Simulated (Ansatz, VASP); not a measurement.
## Ti: VASP beside Ansatz

Contents of INCAR:

```
SYSTEM = Ti
  ALGO = Normal
  EDIFF = 1E-7
  ENCUT = 520
  ISIF = 2
  ISMEAR = -1
  LASPH = .True.
  LCHARG = .False.
  LREAL = .False.
  LWAVE = .False.
  NBANDS = 12
  NELM = 60
  PREC = Accurate
  SIGMA = 0.08
```

File KPOINTS:

```
k-points
0
Gamma
  19 19 19
  0 0 0
```

POSCAR

```
Ti
1.0
   -1.2135558414      1.2135558414      1.2135558414
    1.2135558414     -1.2135558414      1.2135558414
    1.2135558414      1.2135558414     -1.2135558414
Ti
1
Direct
    0.0000000000      0.0000000000      0.0000000000
```

Input for Ansatz:

```yaml
crystal:
  lattice:
    - [-1.2135558414, 1.2135558414, 1.2135558414]
    - [1.2135558414, -1.2135558414, 1.2135558414]
    - [1.2135558414, 1.2135558414, -1.2135558414]
  atoms:
    - { symbol: Ti, position: [0.0, 0.0, 0.0] }
kpoints:
  mp_grid: { grid: [19, 19, 19] }
  band_path:
    path:
      - [0.0, 0.0, 0.0]
      - [0.5, -0.5, 0.5]
      - [0.0, 0.0, 0.5]
      - [0.0, 0.0, 0.0]
      - [0.25, 0.25, 0.25]
      - [0.5, -0.5, 0.5]
      - [0.25, 0.25, 0.25]
      - [0.0, 0.0, 0.5]
    npoints: 8
scf:
  occupations: { method: fermi_dirac, width: 0.08 }
hamiltonian:
  xc: lda
  pseudopotentials: { kind: paw }
output:
  forces: true
  stress: true
  eigenvalues: true
  populations: true
  dos: { projected: true, de: 0.2, e_range: [-14, 8] }
  write_density: true
  write_potential: true
  elf: true
  volumetric_format: npy
```

Change from the starting cell: volume scaled by 0.45, PAW files.

Alike in both runs: task single point; functional LDA; k mesh 19 × 19 × 19; occupations fermi-dirac, width 0.08 eV; no spin polarisation.

|  | VASP | Ansatz |
| --- | --- | --- |
| version | VASP 6.6.1 | Ansatz 0.2.0 |
| potentials or method | VASP PAW LDA potentials, release 64 (Ti_sv) | PAW with Ansatz's default frozen-core files, scalar-relativistic |
| plane-wave cutoff (eV) | 520 | 420 |
| valence electrons in the cell | 12 | 12 |

```tsv
	VASP	Ansatz	Ansatz less VASP
pressure (GPa)	322.5	307.5	-15.09
```

Caveats: the cell as given lies far from equilibrium; so large a pressure means that the cell lies far from this level's equilibrium, or that cutoff or potentials fall short (VASP).
